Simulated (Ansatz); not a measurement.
CuO:

```
CELL_PARAMETERS angstrom
0.18960 -2.17229 -2.04314
-2.01972 0.10630 -1.95984
2.38320 2.28584 -4.38944
ATOMIC_POSITIONS crystal
Cu 0.45623 0.53069 0.48541
Cu 0.97428 0.98587 0.02436
O 0.80166 0.74472 0.73928
O 0.26782 0.23873 0.25095
```

The cell comes from a database or a generator and needn't be the stable form of this composition.

The cell isn't the ideal one: all atoms moved at random, sigma 0.1 Å a component, cell strained at random, sigma 0.1.

Base run:

- Program: Ansatz 0.2.0
- Functional: r2SCAN
- Potentials or basis: Ansatz PAW
- Cutoff: 500 eV
- Density cutoff: 2000 eV
- k mesh: 10 × 10 × 5
- Occupations: fermi-dirac, width 0.05 eV
- Spin: no spin polarisation
- Hubbard terms: Cu d U = 5 eV

Its results: band gap on the k mesh none (metal or under the smearing width); pressure -8.1 GPa; largest force 1.622 eV/Å.

The run is repeated on the same cell with these changes: hubbard terms from Cu d U = 5 eV to Cu d U = 6 eV. What comes out?

Band gap on the k mesh none (metal or under the smearing width); pressure -7.4 GPa; largest force 1.619 eV/Å.

Caveats: the run has no spin polarisation, though such a crystal can be magnetic; U without spin polarisation on a metal has little footing; the PAW data sets come from PBE, with cores solved anew for the run's functional, which leaves a small shift of forces and pressure; forces of over 1 eV/Å show positions far from the minimum, so gaps and moduli don't describe the material at rest.

Not every run made on this cell is shown here.
